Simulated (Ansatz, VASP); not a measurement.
## RbBr in VASP and in Ansatz

```xyz
2
Lattice="4.4562 0.0000 0.0000 0.0000 4.4562 0.0000 0.0000 0.0000 4.1261" Properties=species:S:1:pos:R:3 pbc="T T T"
Rb    0.0000    0.0000    0.0000
Br    2.2281    2.2281    2.0630
```

Change from the starting cell: strain +0.080 along x and y, +0.000 along z, atoms carried along.

Alike in both runs: task single point; functional PBE; k mesh 6 × 6 × 6; occupations gaussian, width 0.05 eV; no spin polarisation.

|  | VASP | Ansatz |
| --- | --- | --- |
| version | VASP 6.6.1 | Ansatz 0.2.0 |
| potentials or method | VASP PAW PBE potentials, release 64 (Rb_sv, Br) | scalar-relativistic, plane waves, PAW |
| plane-wave cutoff (eV) | 520 | 420 |
| valence electrons in the cell | 16 | 16 |

|  | VASP | Ansatz | Ansatz less VASP |
| --- | --- | --- | --- |
| gap on the k mesh at the Fermi level (eV) | 3.37 | 3.37 | 0.000 |
| least direct gap on the mesh (eV) | 3.48 | 3.48 | 0.000 |
| pressure (GPa) | -1.1 | -1.1 | -0.01 |
| largest component of the traceless stress (GPa) | 1.31 | 1.31 | -0.001 |

A k mesh can miss the band edges.
